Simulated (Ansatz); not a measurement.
We consider wurtzite InN, described by PBE-D3(BJ) in Ansatz (plane waves, PAW).

Run with plane-wave cutoff 520 eV, 12×12×6 k mesh (along the axes of the cell as run), Fermi–Dirac smearing 0.01 eV, scalar-relativistic PAW data made under PBE.

A third-order Birch–Murnaghan fit to the energies gives V0 = 15.727 Å³/atom, B0 = 129 GPa, B′ = 4.7.

```tsv
V (Å³/atom)	P (GPa)
15.097	___
15.412	2.73
15.726	0.00
16.041	___
16.355	___
```

Task: Estimate the withheld pressures from this fit; the answers are the runs' own values.

Result: 
- 15.097, P (GPa): 5.78
- 16.041, P (GPa): -2.43
- 16.355, P (GPa): -4.60

The formula P = (3/2) B0 (x^(7/3) − x^(5/3)) [1 + (3/4)(B′ − 4)(x^(2/3) − 1)] with x = V0/V meets the computed pressures within 0.03 GPa when these rounded values are put in.

Shape and atoms are relaxed at each volume.

Measured, for comparison: bulk modulus 126 GPa (room temperature, no zero-point or thermal correction; as tabulated in Phys. Rev. B 49, 14 (GaN and InN under pressure), abstract); equilibrium volume per atom 15.38 Å³/atom (300 K, no zero-point or thermal correction; as tabulated in Wikipedia's data pages). Computed (rounded) less measured: bulk modulus +2 %, equilibrium volume per atom +2.3 %. A static lattice is as a rule a little smaller and stiffer than an uncorrected measurement, which narrows the difference in the bulk modulus and would widen misses of the other sign.

Note: the gap of the solid is closed in this run; this level leaves the solid without a gap, although one is measured; the bulk modulus comes from volumes at which shape and atoms were relaxed.

Spin–orbit coupling is not included; it can open a gap where bands touch, and shift volumes and moduli.

Ansatz is a first-principles code.
